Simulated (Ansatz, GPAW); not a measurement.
# TiC: 3 runs at one level of theory

```
Ti C
1.0
     0.00000    2.16572    2.16572
     2.16572    0.00000    2.16572
     2.16572    2.16572    0.00000
Ti C
1 1
Direct
  0.00000 0.00000 0.00000
  0.50000 0.50000 0.50000
```

The cell is a database's computed one, not the measured one.

Alike in all runs: task single point; functional PBE; k mesh 11 × 11 × 11; occupations gaussian, width 0.012 eV; no spin polarisation; no spin-orbit coupling. Pressure is positive in compression and, in plane waves, holds the error of the finite cutoff, which Ansatz's Pulay term estimates and takes out.

```
                        program and potentials  plane-wave cutoff (eV)                             notes  pressure (GPa)
                            Ansatz, Ansatz PAW                     420  Pulay term of +0.27 GPa included            0.28
Ansatz, all-electron LAPW, scalar-relativistic                       -                                 -            0.25
    GPAW, GPAW PAW data sets (gpaw-data 1.2.1)                     800                                 -            0.93
```

The pressure spans 0.25 (Ansatz, all-electron LAPW, scalar-relativistic) to 0.93 GPa (GPAW, GPAW PAW data sets (gpaw-data 1.2.1)), with all-electron results at 0.25.

The functional is the same throughout but for its coding, so the spread measures potentials, basis and numerics; runs on potential files found faulty are left out.

All three runs put the cell under slight compression, so each would relax to a somewhat larger lattice parameter. The change would be very small even at 0.93 GPa, because TiC is stiff: strong Ti 3d–C 2p covalent bonding, with the bonding states filled and the antibonding ones largely empty, makes the energy rise steeply with strain.

The close match between Ansatz PAW and all-electron LAPW, 0.28 against 0.25 GPa, depends on the Pulay term, which supplies nearly all of the PAW value. Without it the cell would look almost stress-free, which suggests that the database geometry was relaxed in a plane-wave basis with a similar uncorrected error.

The higher GPAW pressure is unlikely to come from a truncated basis, since that error normally lowers the pressure and shrinks with cutoff; the PAW data sets, probably the titanium one, are a more plausible source. Agreement between the codes at this one volume does not establish equally good agreement in the bulk modulus, which depends on how the pressure changes with volume.
